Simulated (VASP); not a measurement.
# P: single point with PBE+D3(BJ)

P:

```xyz
1
Lattice="-1.4358 1.4358 1.4358 1.4358 -1.4358 1.4358 1.4358 1.4358 -1.4358" Properties=species:S:1:pos:R:3 pbc="T T T"
P     0.0000    0.0000    0.0000
```

The cell was built by a generator and needn't be a form met in nature.

```json
{
 "Program": "VASP 6.6.1",
 "Task": "single point",
 "Functional": "PBE",
 "Dispersion": "D3(BJ)",
 "Potentials or basis": "VASP PAW PBE potentials, release 64 (P)",
 "Cutoff": "520 eV",
 "k mesh": "22 × 22 × 22",
 "Occupations": "gaussian, width 0.05 eV",
 "Spin": "no spin polarisation"
}
```

```
Pressure                   : 17.0 GPa
Band gap on the k mesh     : none (metal or under the smearing width)
Dispersion energy per atom : -0.592 eV
```

Levels at points of the mesh, in eV from the Fermi level:
```csv
k point,band 1,band 2,band 3,band 4,band 5,band 6
"(0.00, 0.00, 0.00)",-18.61,9.10,9.10,9.10,12.42,12.42
"(0.50, 0.00, 0.00)",-10.68,-9.52,3.09,6.31,7.04,8.98
"(0.50, 0.50, 0.50)",-3.15,-3.15,-3.15,-2.71,1.33,1.33
```

Run time: 7.8 s on 1 thread of Intel(R) Xeon(R) 6975P-C (Granite Rapids), with other jobs on the host, peak memory 0.14 GiB.

Caveat: so large a pressure means that the cell lies far from this level's equilibrium, or that cutoff or potentials fall short; pairwise dispersion overbinds metals, which lowers pressure and volume.
